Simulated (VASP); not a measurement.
# Se (Fd-3m) in VASP: further runs

The runs below take Se through single point, with PBEsol.

All numbers are computed with VASP 6.6.1; they aren't measurements. Logs are shortened: lines on timing, memory, paths and dates and some standing lists are left out, and cuts for length are marked.

## (1) The structure

The structure is cubic, space group Fd-3m (No. 227). The conventional cell has a = 6.251 Å, b = 6.251 Å, c = 6.251 Å, α = 90.00°, β = 90.00°, γ = 90.00°. Se (site symmetry -43m) is surrounded by 4 Se at 2.71 Å.

This isn't the form of Se at room conditions, which is trigonal, of chains.

## (2) Single point, PBEsol

The input, INCAR:

```
PREC = Accurate
ENCUT = 520
EDIFF = 1E-7
ISMEAR = 0
SIGMA = 0.15
LREAL = F
LASPH = T
NELM = 100
ALGO = Normal
ISIF = 2
LWAVE = F
LCHARG = F
GGA = PS
NBANDS = 13
```

The input, KPOINTS:

```
Automatic mesh
0
Gamma
  14 14 14
```

The input, POSCAR:

```
Se
1.0
    0.0000000000      3.1255665700      3.1255665700
    3.1255665700      0.0000000000      3.1255665700
    3.1255665700      3.1255665700      0.0000000000
Se
2
Direct
    0.5000000000      0.5000000000      0.5000000000
    0.7500000000      0.7500000000      0.7500000000
```

Potentials or basis: VASP PAW PBE potentials, release 64 (Se).

On the command line:

```
cat potpaw_PBE.64/Se/POTCAR > POTCAR
mpirun -np 1 vasp_std > vasp.out
```

OUTCAR:

```text
PREC = Accurate
   ENCUT = 520
   EDIFF = 1E-7
   ISMEAR = 0
   LREAL = F
   LASPH = T
   NELM = 100
   ISIF = 2
   GGA = PS

 ion  position               nearest neighbor table
   1  0.500  0.500  0.500-   2 2.71   2 2.71   2 2.71   2 2.71
   2  0.750  0.750  0.750-   1 2.71   1 2.71   1 2.71   1 2.71

  LATTYP: Found a face centered cubic cell.
 ALAT       =     6.2511331400

  Lattice vectors:

 A1 = (   0.0000000000,   3.1255665700,   3.1255665700)
 A2 = (   3.1255665700,   0.0000000000,   3.1255665700)
 A3 = (   3.1255665700,   3.1255665700,   0.0000000000)

Analysis of symmetry for initial positions (statically):
=====================================================================
 Subroutine PRICEL returns:
 Original cell was already a primitive cell.

 Routine SETGRP: Setting up the symmetry group for a
 face centered cubic supercell.

 Subroutine GETGRP returns: Found 48 space group operations
 (whereof 24 operations were pure point group operations)
 out of a pool of 48 trial point group operations.

The static configuration has the point symmetry T_d .
 The point group associated with its full space group is O_h .

Analysis of symmetry for dynamics (positions and initial velocities):
=====================================================================
 Subroutine PRICEL returns:
 Original cell was already a primitive cell.

 Routine SETGRP: Setting up the symmetry group for a
 face centered cubic supercell.

 Subroutine GETGRP returns: Found 48 space group operations
 (whereof 24 operations were pure point group operations)
 out of a pool of 48 trial point group operations.

The dynamic configuration has the point symmetry T_d .
 The point group associated with its full space group is O_h .

 Subroutine INISYM returns: Found 48 space group operations
 (whereof 24 operations are pure point group operations),
 and found     1 'primitive' translations

----------------------------------------------------------------------------------------

                                     Primitive cell

  volume of cell :      61.0684

  direct lattice vectors                    reciprocal lattice vectors
     0.000000000  3.125566570  3.125566570    -0.159970997  0.159970997  0.159970997
     3.125566570  0.000000000  3.125566570     0.159970997 -0.159970997  0.159970997
     3.125566570  3.125566570  0.000000000     0.159970997  0.159970997 -0.159970997

  length of vectors
     4.420218633  4.420218633  4.420218633     0.277077894  0.277077894  0.277077894

  position of ions in fractional coordinates (direct lattice)
     0.500000000  0.500000000  0.500000000
     0.750000000  0.750000000  0.750000000

  ion indices of the primitive-cell ions
   primitive index   ion index
                 1           1
                 2           2

----------------------------------------------------------------------------------------

 KPOINTS: Automatic mesh

Automatic generation of k-mesh.
 Grid dimensions read from file:
 generate k-points for:   14   14   14

 Generating k-lattice:

  Cartesian coordinates                     Fractional coordinates (reciprocal lattice)
    -0.011426500  0.011426500  0.011426500     0.071428571  0.000000000  0.000000000
     0.011426500 -0.011426500  0.011426500     0.000000000  0.071428571  0.000000000
     0.011426500  0.011426500 -0.011426500     0.000000000  0.000000000  0.071428571

  Length of vectors
     0.019791278  0.019791278  0.019791278

  Shift w.r.t. Gamma in fractional coordinates (k-lattice)
     0.000000000  0.000000000  0.000000000

 Subroutine IBZKPT returns following result:
 ===========================================

 Found    104 irreducible k-points:

 Following reciprocal coordinates:
            Coordinates               Weight
  0.000000  0.000000  0.000000      1.000000
  0.071429  0.000000  0.000000      8.000000
  0.142857  0.000000  0.000000      8.000000
  0.214286  0.000000  0.000000      8.000000
  0.285714  0.000000  0.000000      8.000000
  0.357143  0.000000  0.000000      8.000000
[... 16 lines left out ...]
  0.214286  0.142857  0.000000     24.000000
  0.285714  0.142857  0.000000     24.000000
 [... further k-points ...]
   k-points           NKPTS =    104   k-points in BZ     NKDIM =    104   number of bands    NBANDS=     13
   number of dos      NEDOS =    301   number of ions     NIONS =      2
   total plane-waves  NPLWV =  46656
   dimension x,y,z NGX =    36 NGY =   36 NGZ =   36
   dimension x,y,z NGXF=    72 NGYF=   72 NGZF=   72
   ions per type =               2
   NGX,Y,Z   is equivalent  to a cutoff of  13.54, 13.54, 13.54 a.u.
   NGXF,Y,Z  is equivalent  to a cutoff of  27.08, 27.08, 27.08 a.u.
 SYSTEM =  unknown system
   PREC   = accura    normal or accurate (medium, high low for compatibility)
   ISTART =      0    job   : 0-new  1-cont  2-samecut
   ICHARG =      2    charge: 1-file 2-atom 10-const
   ISPIN  =      1    spin polarized calculation?
   LNONCOLLINEAR =      F non collinear calculations
   LSORBIT =      F    spin-orbit coupling
   LASPH  =      T    aspherical Exc in radial PAW
   ENCUT  =  520.0 eV  38.22 Ry    6.18 a.u.   8.22  8.22  8.22*2*pi/ulx,y,z
   NELM   =    100;   NELMIN=  2; NELMDL= -5     # of ELM steps
   EDIFF  = 0.1E-06   stopping-criterion for ELM
   LREAL  =      F    real-space projection
   EDIFFG = 0.1E-05   stopping-criterion for IOM
   NSW    =      0    number of steps for IOM
   IBRION =     -1    ionic relax: 0-MD 1-quasi-New 2-CG
   NFREE  =      0    steps in history (QN), initial steepest desc. (CG)
   ISIF   =      2    stress and relaxation
   ISYM   =      2    0-nonsym 1-usesym 2-fastsym
   POTIM  = 0.5000    time-step for ionic-motion
   TEBEG  =    0.0;   TEEND  =   0.0 temperature during run
   PSTRESS=    0.0 pullay stress
   NELECT =      12.0000    total number of electrons
   NUPDOWN=      -1.0000    fix difference up-down
   EMIN   =  10.00;   EMAX   =-10.00  energy-range for DOS
   EFERMI =   0.00;   METHOD = LEGACY
   ISMEAR =     0;   SIGMA  =   0.15  broadening in eV -4-tet -1-fermi 0-gaus
   EFERMI_NEDOS =   21; number of points for ismear=-14 and -15
   IALGO  =     38    algorithm
   IMIX   =      4    mixing-type and parameters
     AMIX     =   0.40;   BMIX     =  1.00
     AMIX_MAG =   1.60;   BMIX_MAG =  1.00
  volume/ion in A,a.u.               =      30.53       206.05
  Fermi-wavevector in a.u.,A,eV,Ry     =   0.951765  1.798575 12.324933  0.905857
  Thomas-Fermi vector in A             =   2.080266
   LORBIT       =      0    0 simple, 1 ext, 2 COOP (PROOUT), +10 PAW based schemes
   GGA     = PS    functional components
   LHFCALC =     F    Hartree Fock is set to
   AEXX    =    0.0000 exact exchange contribution
   IVDW    =     0    specifies the selected vdW correction
   LEPSILON=     F    determine dielectric tensor
   LRPA    =     F    only Hartree local field effects (RPA)
 non-spin polarized calculation
 Gauss-broadening in eV      SIGMA  =   0.15
  energy-cutoff  :      520.00
  volume of cell :       61.07
 maximum number of plane-waves:      1676
 NGX is ok and might be reduce to    36
   NGX = 17   NGY = 17   NGZ = 17

 number of electron      12.0000001 magnetization

 Free energy of the ion-electron system (eV)
  ---------------------------------------------------
  ext. energy  EPLUGINS =         0.00000000
  ---------------------------------------------------
  free energy    TOTEN  =        -6.64410534 eV

  energy without entropy =       -6.62340179  energy(sigma->0) =       -6.63375357

 E-fermi :   2.2142     XC(G=0):  -8.5078

 val. band max:        2.2030118688   @ k =  -0.3571   0.2143   0.0714
 cond. band min:       2.2147988499   @ k =   0.2143   0.1429   0.0714
 fundamental gap:      0.0117869811
 Fermi energy:         2.2142125722

 k-point     1 :       0.0000    0.0000    0.0000
  band No.  band energies     occupation
      1     -13.2740      2.00000
      2      -7.9189      2.00000
      3      -1.2973      2.00000
      4      -1.2973      2.00000
      5      -1.2973      2.00000
      6       1.4203      2.00000
      7       1.4203      2.00000
      8       1.4203      2.00000
      9       6.4160      0.00000
     10       9.8037      0.00000
     11       9.8037      0.00000
     12      11.6875      0.00000
     13      11.6875      0.00000

 k-point     2 :       0.0714    0.0000    0.0000
  band No.  band energies     occupation
      1     -13.2389      2.00000
      2      -8.0113      2.00000
      3      -1.3477      2.00000
      4      -1.3477      2.00000
      5      -1.3172      2.00000
      6       1.4827      2.00000
      7       1.4951      2.00000
      8       1.4951      2.00000
      9       6.5958      0.00000
     10       9.6252      0.00000
     11       9.6252      0.00000
     12      11.5089      0.00000
     13      12.0353      0.00000

 k-point     3 :       0.1429    0.0000    0.0000
  band No.  band energies     occupation
      1     -13.1359      2.00000
      2      -8.2684      2.00000
      3      -1.4762      2.00000
      4      -1.4762      2.00000
      5      -1.3921      2.00000
      6       1.6898      2.00000
      7       1.6898      2.00000
      8       1.7022      2.00000
      9       7.0684      0.00000
     10       9.3331      0.00000
     11       9.3331      0.00000
     12      11.1693      0.00000
     13      12.8313      0.00000

 k-point     4 :       0.2143    0.0000    0.0000
  band No.  band energies     occupation
      1     -12.9716      2.00000
      2      -8.6403      2.00000
      3      -1.6373      2.00000
      4      -1.6373      2.00000
      5      -1.5302      2.00000
      6       1.9394      1.99043
      7       1.9394      1.99043
      8       2.1109      1.66990
      9       7.6546      0.00000
     10       9.1635      0.00000
     11       9.1635      0.00000
     12      10.9227      0.00000
     13      13.7895      0.00000

 k-point     5 :       0.2857    0.0000    0.0000
  band No.  band energies     occupation
      1     -12.7603      2.00000
      2      -9.0649      2.00000
      3      -1.7922      2.00000
      4      -1.7922      2.00000
      5      -1.6991      2.00000
      6       2.1801      1.25236
      7       2.1801      1.25236
      8       2.6730      0.00002
      9       8.1219      0.00000
     10       9.2007      0.00000
     11       9.2007      0.00000
     12      10.7813      0.00000
     13      13.6241      0.00000
[... 257 lines left out ...]
 k-point    22 :       0.1429    0.1429    0.0000
  band No.  band energies     occupation
      1     -13.0876      2.00000
      2      -8.3782      2.00000
      3      -1.7314      2.00000
      4      -1.7314      2.00000
      5      -0.8833      2.00000
      6       1.0652      2.00000
      7       2.0756      1.80859
      8       2.0756      1.80859
      9       7.3030      0.00000
     10       8.4285      0.00000
     11      10.0962      0.00000
     12      12.2050      0.00000
     13      12.2050      0.00000

 k-point    23 :       0.2143    0.1429    0.0000
  band No.  band energies     occupation
      1     -12.9630      2.00000
      2      -8.6510      2.00000
      3      -1.9354      2.00000
      4      -1.9018      2.00000
      5      -0.7528      2.00000
      6       1.0326      2.00000
      7       2.3633      0.15971
      8       2.3980      0.08310
      9       7.7878      0.00000
     10       8.1049      0.00000
     11      10.1292      0.00000
     12      12.0510      0.00000
     13      12.7371      0.00000

 k-point    24 :       0.2857    0.1429    0.0000
  band No.  band energies     occupation
      1     -12.7809      2.00000
      2      -9.0139      2.00000
      3      -2.1943      2.00000
      4      -2.0510      2.00000
      5      -0.7164      2.00000
      6       1.2138      2.00000
      7       2.6278      0.00010
      8       2.7835      0.00000
      9       7.9808      0.00000
     10       8.3277      0.00000
     11      10.1313      0.00000
     12      11.8437      0.00000
     13      13.4865      0.00000

 [... further k-points ...]

------------------------ aborting loop because EDIFF is reached ----------------------------------------

  FORCE on cell =-STRESS in cart. coord.  units (eV):
  Direction    XX          YY          ZZ          XY          YZ          ZX
  --------------------------------------------------------------------------------------
  -------------------------------------------------------------------------------------
  Total       -0.1994516     -0.1994516     -0.1994516     -0.0000000     -0.0000000     -0.0000000
  in kB       -5.2327730     -5.2327730     -5.2327730     -0.0000000     -0.0000000     -0.0000000
  external PRESSURE =      -5.2327730 kB  Pullay stress =       0.0000000 kB

 VOLUME and BASIS-vectors are now :
 -----------------------------------------------------------------------------
  energy-cutoff  :      520.00
  volume of cell :       61.07
      direct lattice vectors                 reciprocal lattice vectors
     0.000000000  3.125566570  3.125566570    -0.159970997  0.159970997  0.159970997
     3.125566570  0.000000000  3.125566570     0.159970997 -0.159970997  0.159970997
     3.125566570  3.125566570  0.000000000     0.159970997  0.159970997 -0.159970997

 POSITION                                       TOTAL-FORCE (eV/Angst)
 -----------------------------------------------------------------------------------
      3.12557      3.12557      3.12557        -0.000000     -0.000000     -0.000000
      4.68835      4.68835      4.68835         0.000000      0.000000      0.000000
 -----------------------------------------------------------------------------------
    total drift:                                0.000000      0.000000      0.000000

  FREE ENERGIE OF THE ION-ELECTRON SYSTEM (eV)
  ---------------------------------------------------
  free  energy   TOTEN  =        -6.6441053429 eV

  energy  without entropy=       -6.6234017872  energy(sigma->0) =       -6.63375357
```

Wall time 100 s (1 thread of Intel Xeon Platinum 8375C at 2.90GHz (Ice Lake), shared host); peak memory 0.23 GiB.

What came out:

| Item | Value |
| --- | --- |
| Free energy | -6.6441 eV |
| Pressure | -0.5 GPa |
| Band gap on the k mesh | none (metal or under the smearing width) |

Caveat: the PAW data sets were made with another functional, which shifts forces and pressure a little.

## (3) Single point, PBEsol

The input, INCAR:

```
SYSTEM = Se
ALGO = Normal
EDIFF = 1E-6
ENCUT = 520
GGA = PS
ISIF = 2
ISMEAR = 0
LASPH = .TRUE.
LCHARG = .FALSE.
LREAL = .FALSE.
LWAVE = .FALSE.
NBANDS = 13
NELM = 100
PREC = Accurate
SIGMA = 0.15
```

The input, KPOINTS:

```
k-points
0
G
  14 14 14
  0 0 0
```

POSCAR is that of step 2.

Potentials or basis: VASP PAW PBE potentials, release 64 (Se).

On the command line:

```
cat potpaw_PBE.64/Se/POTCAR > POTCAR
mpirun -np 1 vasp_std > vasp.out
```

Run time: 91 s. Hardware: 1 thread of Intel Xeon Platinum 8375C at 2.90GHz (Ice Lake), shared host; peak memory 0.23 GiB.

It converged, with:

| Quantity | Value |
| --- | --- |
| Free energy | -6.6441 eV |
| Pressure | -0.5 GPa |
| Band gap on the k mesh | none (metal or under the smearing width) |

Levels at points of the mesh, in eV from the Fermi level:
```tsv
k point	band 2	band 3	band 4	band 5	band 6	band 7	band 8	band 9	band 10	band 11
(0.00, 0.00, 0.00)	-10.13	-3.51	-3.51	-3.51	-0.79	-0.79	-0.79	4.20	7.59	7.59
(0.50, 0.00, 0.00)	-12.13	-4.24	-4.24	-4.21	0.31	0.31	1.80	6.73	6.76	7.94
(0.50, 0.50, 0.00)	-13.38	-5.04	-5.04	-2.00	-2.00	2.28	2.28	6.13	6.13	9.76
```

Caveat: the PAW data sets were made with another functional, which shifts forces and pressure a little.
